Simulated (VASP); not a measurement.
## SnSe: single point with PBE

SnSe:

```xyz
2
Lattice="0.0000 3.3640 3.3640 3.3640 0.0000 3.3640 3.3640 3.3640 0.0000" Properties=species:S:1:pos:R:3 pbc="T T T"
Sn    0.0000    0.0000    0.0000
Se    1.6820    1.6820    1.6820
```

The cell was built by a generator and needn't be a form met in nature.

```
Program                : VASP 6.6.1
Task                   : single point
Functional             : PBE
Potentials or basis    : VASP PAW PBE potentials, release 64 (Sn_d, Se)
Cutoff                 : 520 eV
k mesh                 : 4 × 4 × 4
Occupations            : fermi-dirac, width 0.02 eV
Spin                   : no spin polarisation
Dipole correction      : no
Further INCAR settings : ALGO = Normal; EDIFF = 1e-06; NBANDS = 17
```

```json
{
  "Pressure": "0.2 GPa",
  "Band gap on the k mesh": "none (metal or under the smearing width)"
}
```

Levels at points of the mesh, in eV from the Fermi level:
```csv
k point,band 7,band 8,band 9,band 10,band 11,band 12,band 13,band 14
"(0.00, 0.00, 0.00)",-5.35,-2.35,-2.35,-2.35,1.45,1.45,1.45,4.78
"(0.50, 0.00, 0.00)",-7.21,-2.86,-2.86,-2.22,2.21,2.21,3.29,6.31
"(0.50, 0.50, 0.00)",-7.48,-3.55,-3.55,-0.67,-0.01,4.31,4.31,5.54
```

It took 15 s on 1 thread of Intel(R) Xeon(R) Platinum 8488C (Sapphire Rapids) (shared host), peak memory 0.2 GiB.

Caveat: the k mesh is coarse (spacing up to 0.40 Å⁻¹), so the values aren't converged.
